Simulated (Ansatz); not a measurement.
input.yaml (Ansatz)

```yaml
crystal:
  lattice:
    - [7.2000057099, 0.0, 0.0]
    - [-3.6000028549, 6.2353878522, 0.0]
    - [0.0, 0.0, 4.2761798117]
  atoms:
    - { symbol: Ba, position: [1.0, 1.0, 0.0] }
    - { symbol: Ba, position: [0.3333333333, 0.6666666667, 0.5] }
    - { symbol: Ba, position: [0.6666666667, 0.3333333333, 0.5] }
hamiltonian:
  xc: pbe
  pseudopotentials:
    kind: paw
    azcp:
      Ba: "pseudopotentials/Ba.paw.azcp"
basis:
  ecutwfc: 420
  fft_grid_basis: typed
kpoints:
  mp_grid: { grid: [7, 7, 10], shift: [0, 0, 0] }
magnetization:
  spin_polarized: false
scf:
  occupations: { method: fermi_dirac, width: 0.1 }
```

and its output:

```
Engine: ansatz 0.2.0, x86_64-unknown-linux-gnu
Pseudopotentials: kind: paw
Pseudopotential: Ba, paw, valence charge 10, recommended cutoff 420 eV (normal) 
Functional definition: PBE
  parameter kappa = 0.804
  parameter beta = 0.06672455060314922
  exchange = pbe_x(kappa = kappa, mu = beta*pi^2/3)
  correlation = pbe_c(beta = beta)
Crystal: 3 atoms, lattice volume = 191.978 Å³
Basis set: ecut = 420 eV, 3711 PW (Γ)
Bands: 19, of which v1, the nominal top of the filled ones, is band 15 counted from 1 (14 counted from 0)
Symmetry: 24 space group operations
Space group: P6/mmm (ITA 191), of the structure as read, at distance tolerance 5.8e-5 Å
k-points: 48 of 490
Non-local potential: Ba, projectors of the file, l = 0: 3, l = 1: 2, l = 2: 2, l = 3: 2
PAW form: soft (Blöchl's): semilocal exchange-correlation on the pseudo side does not see the compensation charge
PAW one-centre angular grid: Ba, 194 points (default); XC on 64 Gauss nodes
Initial density: superposition of atomic densities (neutral atoms: chi_scale 0, normalization atom), corrected by the library's trained network
Initial wavefunctions: pseudopotential atomic-orbital guess
Functional: x = pbe(κ = 0.804, μ = 0.2195149727645171), c = pbe(β = 0.06672455060314922)
SCF iter   1: F=—  HF=-17848.565964 eV  |F-HF|=—  |Δ(HF+E_count)|=         —  Δρ=2.13e-3  dr2=5.28e-2  ethr=1.77e-3  ⟨swp⟩=8.1  Hψ=11772  notcnv=0
automatic band count: the SCF goes on with 23 bands, as 19 were too few: the levels above may hold too much charge
SCF iter   2: F=—  HF=-17848.559805 eV  |F-HF|=—  |Δ(HF+E_count)|=   6.16e-3  Δρ=1.32e-3  dr2=2.04e-2  ethr=1.76e-4  ⟨swp⟩=1.0  Hψ=1488  notcnv=0
SCF iter   3: F=—  HF=-17848.556463 eV  |F-HF|=—  |Δ(HF+E_count)|=   3.34e-3  Δρ=2.20e-4  dr2=1.22e-4  ethr=6.80e-5  ⟨swp⟩=2.0  Hψ=1243  notcnv=0
SCF iter   4: F=—  HF=-17848.556500 eV  |F-HF|=—  |Δ(HF+E_count)|=   3.68e-5  Δρ=8.36e-5  dr2=2.73e-5  ethr=4.08e-7  ⟨swp⟩=3.0  Hψ=2012  notcnv=0
SCF iter   5: F=—  HF=-17848.556478 eV  |F-HF|=—  |Δ(HF+E_count)|=   2.20e-5  Δρ=2.22e-5  dr2=1.40e-6  ethr=9.09e-8  ⟨swp⟩=2.3  Hψ=1721  notcnv=0
SCF iter   6: F=—  HF=-17848.556478 eV  |F-HF|=—  |Δ(HF+E_count)|=   1.23e-7  Δρ=4.78e-6  dr2=1.16e-7  ethr=4.67e-9  ⟨swp⟩=2.5  Hψ=1707  notcnv=0
SCF iter   7: F=-17848.556478 eV  HF=-17848.556478 eV  |F-HF|=3.64e-11  |Δ(HF+E_count)|=   2.93e-9  Δρ=1.20e-6  dr2=4.86e-9  ethr=3.33e-10  ⟨swp⟩=2.2  Hψ=2002  notcnv=0
SCF 1 converged in 7 iterations: F = -17848.556478 eV  dr2 = 4.86e-9
SCF converged after 7 iterations
Free energy (F): -17848.556478 eV
Harris-Foulkes:  -17848.556478 eV  (|F-HF|=3.64e-11)
Internal energy: -17848.370572 eV  (E = F + TS)
E sigma→0 (E₀):  -17848.463525 eV
Entropy (-TS):   -0.185906 eV (-61.969 meV/atom)
Fermi energy:    5.735458 eV
--- Per-component energies (eV) ---
  E_band       = -258.858665
  E_kinetic    = 499.239021
  E_local      = -1147.882355  (includes V_loc(G=0)·N_el)
  E_nonlocal   = 171.260944
  E_hartree    = 363.174627
  E_xc         = -499.384473
  E_vxc        = -400.539197  (∫ρ·V_xc dr)
  E_paw        = -15677.467408  (= ΣΔE_a)
  E_vpaw       = -107.286016  (= ΣTr[D̂ρ^β])
  E_aug_tail   = -0.000005  (compensation charges beyond the density's cutoff)
  E_ewald      = -1557.310924
  E_smearing   = -0.185906  (= −TS)
  E_closure    = 0.000000  (closes the sum)
  Σ components = -17848.556478   (vs F -17848.556478, Δ=0.00e0)
```
